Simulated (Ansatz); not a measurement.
# Σ5 (310) boundary in bcc W with Re (substitutional): structure and resistance, part 2 of 2

Wanted: what the Σ5 (310) boundary in bcc W with Re (substitutional) costs an interconnect.

Ansatz 0.2.0; Ansatz plane-wave DFT, PBE, PAW files; relaxation of a bicrystal slab with its lowest layers held; PAW set soft_1 (the session's first sound run).

So far. Step 2 (Relaxing the bicrystal): The largest force component on a free atom ends at 0.0058 eV/Å, under the tolerance of 0.03, after 7 steps.

## Step 3: Transmission across the boundary

Bulk layers of each grain are laid under and over the relaxed boundary, and a lead is named in the middle of each, away from the free faces. The mesh across the current, 20×20, is finer than the density's, because channels open and close sharply across the zone. Energies from -0.1 to 0.1 eV in steps of 0.05 eV are too few for the program's thermal sum, so it prints no conductance; for a metal the transmission near the Fermi level serves, at a fraction of the cost.

This step: Ansatz plane-wave DFT, PBE, PAW files; ballistic transport by layer matching (Landauer), zero bias; boundary relaxed in a short slab, bulk layers laid on; PAW set soft_1 (Ansatz 0.2.0).

System of this step: Σ5 (310) boundary in bcc W with Re (substitutional). The cell holds 43 atoms: 42 W and 1 Re. Cell: a = 5.248 Å, b = 3.165 Å, c = 50.400 Å, α = 90.0°, β = 90.0°, γ = 72.5°. It derives from W. Regions: lower grain, 17 atoms (17 W); boundary, 12 atoms (11 W and 1 Re); upper grain, 14 atoms (14 W). Vacuum lies along c.

File input.yaml:

```yaml
crystal:
  lattice:
    - [5.2482270683, 0.0, 0.0]
    - [0.9542231033, 3.0175184024, 0.0]
    - [0.0, 0.0, 50.4003364727]
  atoms:
    - { symbol: W, position: [-9.2, -6.8999999999, 0.0793645495] }
    - { symbol: W, position: [-8.8, -6.5999999999, 0.0992215129] }
    - { symbol: W, position: [-8.4, -6.2999999999, 0.1190784762] }
    - { symbol: W, position: [-8.0, -5.9999999999, 0.1389354396] }
    - { symbol: W, position: [-7.6, -5.6999999999, 0.1587924029] }
    - { symbol: W, position: [-7.2, -5.3999999999, 0.1786493662] }
    - { symbol: W, position: [-6.8, -5.0999999999, 0.1985063296] }
    - { symbol: W, position: [-6.4, -4.7999999999, 0.2183632929] }
    - { symbol: W, position: [-6.0, -4.4999999999, 0.2382202563] }
    - { symbol: W, position: [-5.6, -4.1999999999, 0.2580772196] }
    - { symbol: W, position: [-5.2, -3.9, 0.277934183] }
    - { symbol: W, position: [-4.8, -3.6, 0.2977911463] }
    - { symbol: W, position: [-4.4, -3.3, 0.3176481097] }
    - { symbol: W, position: [-4.0, -3.0, 0.337505073] }
    - { symbol: W, position: [-3.6, -2.7, 0.3573620363] }
    - { symbol: W, position: [-3.2, -2.4, 0.3772189997] }
    - { symbol: W, position: [-2.8, -2.1, 0.397075963] }
    - { symbol: W, position: [0.6, 0.2, 0.4169329264] }
    - { symbol: W, position: [0.0023323962, 0.4988338019, 0.4365694791] }
    - { symbol: W, position: [0.4019830922, 0.7990084539, 0.4566584259] }
    - { symbol: W, position: [0.8044457049, 0.0977771475, 0.4766066268] }
    - { symbol: W, position: [0.1982587007, 0.4008706497, 0.497603732] }
    - { symbol: W, position: [0.6025532015, 0.6987233992, 0.5144356333] }
    - { symbol: Re, position: [0.007924145, -0.0039620725, 0.5400497696] }
    - { symbol: W, position: [0.6056703059, 0.6971648471, 0.5650423818] }
    - { symbol: W, position: [0.2004377034, 0.3997811483, 0.5816833829] }
    - { symbol: W, position: [0.8053352915, 0.0973323542, 0.6030071125] }
    - { symbol: W, position: [0.4019573722, 0.7990213139, 0.6229698053] }
    - { symbol: W, position: [0.0056366472, 0.4971816764, 0.6426379637] }
    - { symbol: W, position: [-2.3943633528, -1.8028183236, 0.662494927] }
    - { symbol: W, position: [-2.7943633528, -2.1028183236, 0.6823518903] }
    - { symbol: W, position: [-3.1943633528, -2.4028183236, 0.7022088537] }
    - { symbol: W, position: [-3.5943633528, -2.7028183236, 0.722065817] }
    - { symbol: W, position: [-3.9943633528, -3.0028183236, 0.7419227804] }
    - { symbol: W, position: [-4.3943633528, -3.3028183236, 0.7617797437] }
    - { symbol: W, position: [-4.7943633528, -3.6028183236, 0.7816367071] }
    - { symbol: W, position: [-5.1943633528, -3.9028183235, 0.8014936704] }
    - { symbol: W, position: [-5.5943633528, -4.2028183235, 0.8213506338] }
    - { symbol: W, position: [-5.9943633528, -4.5028183235, 0.8412075971] }
    - { symbol: W, position: [-6.3943633528, -4.8028183235, 0.8610645604] }
    - { symbol: W, position: [-6.7943633528, -5.1028183235, 0.8809215238] }
    - { symbol: W, position: [-7.1943633528, -5.4028183235, 0.9007784871] }
    - { symbol: W, position: [-7.5943633528, -5.7028183235, 0.9206354505] }
kpoints:
  mp_grid: { grid: [8, 8, 1] }
hamiltonian:
  xc: pbe
  pseudopotentials: { kind: paw, azcp: { folder: soft_1 } }
scf:
  occupations: { method: fermi_dirac, width: 0.1 }
output:
  transmission:
    leads: [[9, 10], [34, 35]]
    kmesh: [20, 20]
    e_range: [-0.1, 0.1]
    de: 0.05
  write_potential: true
  write_density: true
  volumetric_format: npy
  elf: true
```

Command:

```bash
$ ansatz run input.yaml --threads 4 --pin off --max-ram 15360MiB --backend cpu --events-out ev --progress --plain --runs-dir out
```

Numbers of over 12 decimals in the logs are rounded to 6 here.

The program printed:

```text
[...]
Crystal: 43 atoms, lattice volume = 798.171 Å³
Basis set: ecut = 420 eV, 15677 PW (Γ)
Bands: 362, of which v1, the nominal top of the filled ones, is band 302 counted from 1 (301 counted from 0)
Symmetry: 2 space group operations
[...]
k-points: 21 of 64 (time reversal used)
[...]
SCF iter   1: F=—  HF=-447081.927945 eV  |F-HF|=—  |Δ(HF+E_count)|=         —  Δρ=6.32e-2  dr2=4.65e2  ethr=3.10e-3  ⟨swp⟩=6.1  Hψ=27586  notcnv=0
[...]
SCF iter  12: F=-447068.052182 eV  HF=-447068.052182 eV  |F-HF|=3.73e-8  |Δ(HF+E_count)|=   3.03e-9  Δρ=1.20e-6  dr2=5.51e-8  ethr=1.66e-11  ⟨swp⟩=17.2  Hψ=26687  notcnv=0
SCF 1 converged in 12 iterations: F = -447068.052182 eV  dr2 = 5.51e-8
[...]
transmission: 435 of 4329 steps passed
transmission: 868 of 4329 steps passed
[...]
transmission: 4329 of 4329 steps passed
WARN: The output density's exchange-correlation potential varies sharply where the density is thin. Do not read a vacuum level from v_tot or v_xc, or from such a field of the output density. On a cell that repeats whose density bears no net charge and no dipole along the vacuum's axis use v_es (v_loc + v_h of the components); under efield.dipole_correction with no amplitude use v_es + v_field, which holds any externa [...]
SCF converged after 12 iterations
Free energy (F): -447068.052182 eV
[...]
Internal energy: -447067.203196 eV  (E = F + TS)
E sigma→0 (E₀):  -447067.627689 eV
Entropy (-TS):   -0.848986 eV (-19.744 meV/atom)
Fermi energy:    18.571974 eV
[...]
--- Band table (eV; the first three rows and the last of 21) ---
  k-point 0: bands = [... 298 lower, 18.4347, 18.4781, 18.5426, 18.5557, 18.5604, 18.5853, 18.6532, 18.6600, ... 56 higher]
  k-point 1: bands = [... 298 lower, 18.1345, 18.1824, 18.2715, 18.3317, 18.4062, 18.4612, 18.5557, 18.6256, ... 56 higher]
  k-point 2: bands = [... 298 lower, 17.8100, 17.9007, 17.9200, 18.3280, 18.5945, 18.6406, 18.6815, 18.8057, ... 56 higher]
  k-point 20: bands = [... 298 lower, 18.5911, 18.7046, 18.7103, 18.7580, 18.7980, 18.8112, 18.8527, 18.8786, ... 56 higher]
--- Transmission ---
  basis      : 141 plane waves across, 39 finite elements along
  points     : 111, standing for a mesh of 20 x 20
  energies   : 5 from -0.100000 to 0.100000 eV about the Fermi level, 0.050000 eV apart; the leads are filled to 0.000000 eV, and channels, transmission and decay are at 0.000000 eV
  crystal 0  : W2, at the sites [9, 10], period 2.0016 Å, over 18.01 Å; its Hamiltonian steps by up to 15.9 meV
    offset         : up to 0.0000 Å between an atom of the period and one for which it stands
    channels       : 1.900000e0 a spin
    conductance    : none, the energies end too early or step too widely for 300 K: set another output.transmission.e_range or a lower de, or, where they end at an eighth of basis.ecutwfc, a higher one
    slowest decay  : 0.0321 /Å at (0.0000, 0.3000)
[...]
channels       : 1.895000e0 a spin
[...]
slowest decay  : 0.0337 /Å at (0.0000, 0.3000)
  junction   : crystal 0 to crystal 1, 12.51 to 37.89 Å
    transmission   : 8.973146e-1 a spin
[...]
```

Wall time 17 min (4 threads of Arm Neoverse V1, shared host); peak memory 8.9 GiB; 65 min of CPU time.

Numbers from this step:

| Item | Value |
| --- | --- |
| free energy | -447068.0522 eV |
| energy at zero smearing | -447067.6277 eV |
| Fermi energy | 18.57 eV |
| cell area | 15.84 Å² |
| transmission per spin nearest the Fermi level | 0.8973 |
| open channels per spin nearest the Fermi level | 1.9 |
| open channels per spin, upper lead | 1.895 |
| step of the lead's potential | 15.9 meV |
| step of the upper lead's potential | 14.2 meV |

Per spin. The transmission, zone mean by energy, zero at the Fermi level:

| energy (eV) | transmission, zone mean |
| --- | --- |
| -0.1000 | 0.853 |
| -0.0500 | 0.875 |
| 0.0000 | 0.897 |
| 0.0500 | 0.948 |
| 0.1000 | 0.978 |

Per spin. Open channels, zone mean against energy, zero at the Fermi level:

| energy (eV) | lead | upper lead |
| --- | --- | --- |
| -0.1000 | 1.82 | 1.82 |
| -0.0500 | 1.87 | 1.88 |
| 0.0000 | 1.9 | 1.90 |
| 0.0500 | 2.04 | 2.02 |
| 0.1000 | 2.06 | 2.06 |

Transmission over k1 and k2. At 0.0000 eV from the Fermi level.

Ten even steps from '_' (0.00) to '@' (2.80):
```
::::++..____..++::::--==::--------::==--
____________________..::----------::..__
__--::....::--__________..::::..________
..::::::::::..__________..::..__________
______________..______::::::::______..__
__..::..______..==--__::::::__--==..____
::----::____..======--____--======..____
==**==--%%%%##******--++--******##%%%%--
####%%%%######**##@@%%%%@@##**######%%%%
##**%%****##**==@@@@##@@@@==**##****%%**
##%%%%######**##@@%%%%@@##**######%%%%##
==--%%%%##******--++--******##%%%%--==**
::____..======--____--======..____::----
______..==--__::::::__--==..______..::..
____..______::::::::______..____________
..__________..::..__________..::::::::::
__________..::::..__________--::....::--
____..::----------::..__________________
::--==::--------::==--::::++..____..++::
----++==--::--==++------++==--::--==++--
```
Columns: k1 (b1) from -0.5 to 0.45; rows upwards: k2 (b2) from -0.5 to 0.45.

Open channels over k1 and k2. At 0.0000 eV from the Fermi level.

Ten even steps from '_' (0.00) to '@' (6.00):
```
----++........++------++--........--++--
______......________..................__
__............______................____
................______..------..______..
..................__............__......
................----..........----......
............----------....----------....
++**++--********++++++**++++++********--
****@@%%**********%%%%%%%%**********%%@@
@@%%%%******%%%%%%@@**@@%%%%%%******%%%%
**@@%%**********%%%%%%%%**********%%@@**
++--********++++++**++++++********--++**
......----------....----------..........
........----..........----..............
........__............__................
....______..------..______..............
______................______............
____..................________......____
----++--........--++------++........++--
--++++----..----++++--++++----..----++++
```
Columns: k1 (b1) from -0.5 to 0.45; rows upwards: k2 (b2) from -0.5 to 0.45.

Electrostatic potential energy in the cb plane at fractional x = 0.000, with atoms of W and Re within 0.2 Å of it. With pseudopotentials it is smooth inside the atoms' cores, unlike the true potential.

Ten even steps from '0' (-32 eV) to '9' (19 eV), each cell a mean:
```
99887899999998777999971000389998778999999988
99888998655799988999985113799998889986568999
88899996201379998888999878999888999851014899
77789984110169998767999999998778999730102799
87889985100269998778999999998778999830003799
98889997422589998889997546899988999963236899
99988899877899888999983001599998888998789998
99877799999998767899960000289998668999999987
```
Columns run along c (16.0 Å, from fractional 0.37 to 0.69 of the cell; values clipped at the 3rd and 97th percentile), rows up along b (3.2 Å). Atoms in or near the plane, at fractional coordinates: W at (0.44, 0.50), Re at (0.54, 0.00), W at (0.64, 0.50).

ELF in the cb plane at fractional x = 0.000, with atoms of W and Re within 0.2 Å of it. It is the smooth field of the valence electrons, not physical close to the nuclei.

Values, 5 rows by 16 columns, each cell a mean:
```
0.41 0.24 0.33 0.25 0.34 0.23 0.34 0.34 0.60 0.47 0.38 0.30 0.25 0.31 0.30 0.27
0.26 0.38 0.36 0.56 0.38 0.38 0.28 0.32 0.28 0.33 0.27 0.32 0.37 0.47 0.48 0.38
0.19 0.37 0.36 0.45 0.40 0.40 0.22 0.28 0.36 0.41 0.19 0.28 0.36 0.47 0.47 0.36
0.32 0.35 0.35 0.45 0.35 0.34 0.31 0.34 0.35 0.35 0.32 0.33 0.35 0.39 0.39 0.37
0.41 0.22 0.33 0.31 0.36 0.20 0.33 0.32 0.60 0.49 0.38 0.27 0.21 0.37 0.36 0.23
```
Columns run along c (16.0 Å, from fractional 0.37 to 0.69 of the cell), rows up along b (3.2 Å). Atoms in or near the plane, at fractional coordinates: W at (0.44, 0.50), Re at (0.54, 0.00), W at (0.64, 0.50).

Valence density in the cb plane at fractional x = 0.000, with atoms of W and Re within 0.2 Å of it. It is the smooth field of the valence electrons, not physical close to the nuclei.

Ten even steps from '0' (0.2 e/Å³) to '9' (6.9 e/Å³), each cell a mean:
```
00000000000000000000003896100000000000000000
00000000011000000000001332000000000000100000
00000000365200000000000000000000000014641000
00000001678400000000000000000000000027773000
00000001577400000000000000000000000026762000
00000000133100000000000110000000000002320000
00000000000000000000002564100000000000000000
00000000000000000000004997200000000000000000
```
Columns run along c (16.0 Å, from fractional 0.37 to 0.69 of the cell), rows up along b (3.2 Å). Atoms in or near the plane, at fractional coordinates: W at (0.44, 0.50), Re at (0.54, 0.00), W at (0.64, 0.50).

Over the solved energies the transmission per spin lies between 0.853 and 0.978, out of 1.94 channels of the lead on average (up to 2.06).

## Step 4: Specific resistance

This step: Ansatz plane-wave DFT, PBE, PAW files; ballistic transport by layer matching (Landauer), zero bias; specific resistance of the boundary; PAW set soft_1 (Ansatz 0.2.0).

Numbers from this step:

```yaml
area_resistance: 1.190 fΩ m²
t_over_the_leads_mean_channel_count: 0.4702
```

Averaged over the energies near the Fermi level, 47.0 % of the channels pass, which makes 1.19 fΩ m².

By hand, with T and the leads' channels N averaged over the energies near the Fermi level: RA = A (h/2e²)(1/T − ½[1/N₁ + 1/N₂]) = 15.84×10⁻²⁰ m² × 12 906 Ω × (1/0.9103 − ½[1/1.938 + 1/1.934]) = 1.19 fΩ m².

## Step 5: Results

```
specific resistance of the boundary : 1.19 fΩ m²
share of channels that pass         : 0.470
```

The boundary has a specific resistance of 1.2 fΩ m². The boundary reflects 53 % of the channels; 1.2 fΩ m² is 12×10⁻¹² Ω·cm². That equals the resistance of 22 nm of bulk W at 300 K (measured 5.44 µΩ cm, CRC Handbook of Chemistry and Physics, 84th ed., 2003, Electrical Resistivity of Pure Metals). One Re in 15.8 Å² of boundary is a high coverage. Each plane of this narrow cell holds one atom, so the solute fills a whole plane. One starting structure was relaxed; another shift or atom count at the boundary may lie lower. Spin-orbit coupling is left out, which matters for Re and W.

[Logs are printed without paths, hosts, clocks, repeated set-up lines and the standing remarks that a program may print on its own settings, such as how far it seeks lower states.]

[Hosts, paths, dates, database ids (printed as entryN), source tags and the programs' standing remarks are cut or masked in the printed files.]
